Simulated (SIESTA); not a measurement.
Crystal: ZnS (Wurtzite-2H).

```xyz
4
Lattice="3.8110 0.0000 0.0000 -1.9055 3.3004 0.0000 0.0000 0.0000 6.2340" Properties=species:S:1:pos:R:3 pbc="T T T"
Zn    1.9055    1.1001    3.1170
Zn    0.0000    2.2003    0.0000
S     1.9055    1.1001    5.5171
S     0.0000    2.2003    2.4001
```

Base run:

| Item | Value |
| --- | --- |
| Program | SIESTA 5.4.2 |
| Functional | PBE |
| Potentials or basis | PseudoDojo 0.4 standard (PBE files) |
| Basis | TZP (energy shift 0.002 Ry) |
| Grid cutoff | 800 Ry |
| Energy shift | 0.002 Ry |
| k mesh | 8 × 8 × 5 |
| Occupations | fermi-dirac, width 0.05 eV |
| Spin | no spin polarisation |

Its results: band gap on the k mesh 2.63 eV, direct; pressure 3.8 GPa; largest force 0.334 eV/Å.

The run is repeated on the same cell with these changes: basis from TZP (energy shift 0.002 Ry) to TZDP (energy shift 0.002 Ry). What comes out?

Band gap on the k mesh 2.67 eV, direct; pressure 2.5 GPa; largest force 0.331 eV/Å.

Caveats: semicore shells carry a single zeta, which can move pressures by several GPa and volumes by a few percent; the valence orbitals were made in a potential fitted to the semicore shell under them, which widens gaps by tenths of an eV or more; the basis of atomic orbitals isn't converged, which shifts pressures, moduli and gaps.
